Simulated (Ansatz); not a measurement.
Crystal: Ge.

```
CELL_PARAMETERS angstrom
1.48805 -2.59469 0.00000
1.48805 2.59469 0.00000
0.00000 0.00000 4.72760
ATOMIC_POSITIONS crystal
Ge 0.33345 0.66655 0.25000
Ge 0.66655 0.33345 0.75000
```

This isn't the form of Ge at room conditions, which is diamond.

Base run:

- Program: Ansatz 0.2.0
- Functional: RPBE
- Potentials or basis: Ansatz PAW
- Cutoff: 420 eV (not typed: the program's choice for these potentials)
- k mesh: 10 × 10 × 6
- Occupations: fermi-dirac, width 0.05 eV
- Spin: no spin polarisation

Its results: band gap on the k mesh none (metal or under the smearing width); pressure 6.0 GPa.

Task: After a change of settings the same cell gave: band gap on the k mesh none (metal or under the smearing width); pressure 0.5 GPa. Which change was it?
A. functional from RPBE to LDA
B. functional from RPBE to revPBE
C. functional from RPBE to BLYP
D. functional from RPBE to PBEsol

Result: D.

PBEsol binds more tightly than RPBE, so the same cell stands under less pressure.

Caveats: the PAW data sets come from PBE, with cores solved anew for the run's functional, which leaves a small shift of forces and pressure.

Runs at the PBE level aren't shown here.
